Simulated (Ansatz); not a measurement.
Level of theory: Ansatz 0.2.0, DFT PBE, scalar-relativistic, plane waves, PAW. Settings: cutoff 420 eV, Γ-centred meshes spaced at most about 0.3 Å⁻¹ (2π included), Gaussian smearing. No spin polarisation.

These are static total energies at zero pressure.

Task: Which of these relaxed structures of ZrSi2O6 is the lowest in energy?
A.

```
CELL_PARAMETERS angstrom
4.98732 -2.50341 0.00000
4.98732 2.50341 0.00000
-0.18573 0.00000 5.89476
ATOMIC_POSITIONS crystal
Zr 0.54281 0.45719 0.50000
Si 0.98620 0.51968 0.15472
Si 0.48032 0.01380 0.84528
O 0.87542 0.37127 0.31609
O 0.15376 0.30652 0.93076
O 0.62873 0.12458 0.68391
O 0.20833 0.56879 0.29717
O 0.69348 0.84624 0.06924
O 0.43121 0.79167 0.70283
```

B.

```
CELL_PARAMETERS angstrom
3.58037 0.00000 0.00000
-1.79018 3.10069 0.00000
0.00000 0.00000 7.44848
ATOMIC_POSITIONS crystal
Zr 0.00000 0.00000 0.00000
Si 0.33333 0.66667 0.64890
Si 0.66667 0.33333 0.35110
O 0.33333 0.66667 0.89131
O 0.66667 0.33333 0.58149
O 0.00000 0.00000 0.28509
O 0.00000 0.00000 0.71491
O 0.33333 0.66667 0.41851
O 0.66667 0.33333 0.10869
```

Result: A. The other, B, lies 0.83 eV/atom higher. Forms: A C2; B P-3m1. Counting O atoms around Si and Zr (those within 1.25 times the shortest such distance or 1.15 times the sum of covalent radii; a plus sign parts nearer from farther groups): A has Zr 4, Si 4; B has Zr 8, Si 2+6. Origin: A, invented, then shaken at random and relaxed again; B, invented.

Cells relaxed within their symmetry can be saddle points. Some structure types and database cells were kept out of the candidates from the start, so a known form may be missing.
